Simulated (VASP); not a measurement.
## TaSi2: relaxation of cell and atoms with PBE

Crystal: TaSi2.

```
CELL_PARAMETERS angstrom
4.78000 0.00000 0.00000
-2.39000 4.13960 0.00000
0.00000 0.00000 6.56400
ATOMIC_POSITIONS crystal
Ta 0.00000 0.50000 0.16667
Ta 0.50000 0.50000 0.83333
Ta 0.50000 0.00000 0.50000
Si 0.33330 0.16665 0.16667
Si 0.16665 0.83335 0.83333
Si 0.83335 0.66670 0.50000
Si 0.66670 0.83335 0.16667
Si 0.83335 0.16665 0.83333
Si 0.16665 0.33330 0.50000
```

```json
{"Program": "VASP 6.6.1", "Task": "relaxation of cell and atoms", "Functional": "PBE", "Potentials or basis": "VASP PAW PBE potentials, release 64 (Ta_sv_GW, Si_GW)", "Cutoff": "600 eV", "k mesh": "5 × 5 × 3", "Occupations": "fermi-dirac, width 0.05 eV", "Spin": "no spin polarisation", "Further INCAR settings": "ALGO = Fast; EDIFF = 1e-06; IBRION = 2; EDIFFG = -0.01; NSW = 40; ISIF = 3"}
```

```json
{"Relaxed volume": "14.67 Å³/atom", "Relaxed cell": "a = 4.814 Å, b = 4.814 Å, c = 6.579 Å, α = 90.00°, β = 90.00°, γ = 120.00°", "Space group after relaxing (to 0.05 Å)": "P6_222 (No. 180)", "Energy gained by relaxing": "20.0 meV/atom", "Ionic steps": "10", "Pressure after relaxing": "0.0 GPa", "Band gap on the k mesh": "none (metal or under the smearing width)"}
```

The path:
```tsv
step	energy change (eV)	largest force (eV/Å)	pressure (GPa)	volume (Å³)
1	0.0000	0.7922	3.59	129.88
2	-0.0729	0.2625	-5.42	136.05
3	-0.1038	0.4431	-2.49	133.82
4	-0.1747	0.0588	-0.25	132.09
5	-0.1761	0.0107	0.17	131.81
6	-0.1797	0.0002	0.11	131.98
7	-0.1798	0.0007	0.12	131.96
8	-0.1798	0.0007	0.11	131.96
9	-0.1798	0.0012	-0.16	132.14
10	-0.1799	0.0010	0.00	132.04
```

Final structure:
```cif
data_structure
_symmetry_space_group_name_H-M 'P 1'
_symmetry_Int_Tables_number 1
_cell_length_a 4.8139
_cell_length_b 4.8139
_cell_length_c 6.5791
_cell_angle_alpha 90.000
_cell_angle_beta 90.000
_cell_angle_gamma 120.000
_cell_volume 132.04
loop_
_atom_site_label
_atom_site_type_symbol
_atom_site_fract_x
_atom_site_fract_y
_atom_site_fract_z
_atom_site_occupancy
Ta1 Ta 0.00000 0.50000 0.16667 1
Ta2 Ta 0.50000 0.50000 0.83333 1
Ta3 Ta 0.50000 0.00000 0.50000 1
Si1 Si 0.31738 0.15869 0.16667 1
Si2 Si 0.15869 0.84131 0.83333 1
Si3 Si 0.84131 0.68262 0.50000 1
Si4 Si 0.68262 0.84131 0.16667 1
Si5 Si 0.84131 0.15869 0.83333 1
Si6 Si 0.15869 0.31738 0.50000 1
```

Levels at points of the mesh, in eV from the Fermi level:
```tsv
k point	band 29	band 30	band 31	band 32	band 33	band 34	band 35	band 36
(0.00, 0.00, 0.00)	-2.43	-2.16	-2.16	-1.49	0.75	2.91	2.91	3.36
```

Run time: 19 min on 1 thread of AMD EPYC 7R43 64-Core Processor (Zen 3) (shared host), peak memory 0.31 GiB.

The run has no spin-orbit coupling, so splittings on Ta are missing. PBE usually gives volumes a little too large and moduli too small.
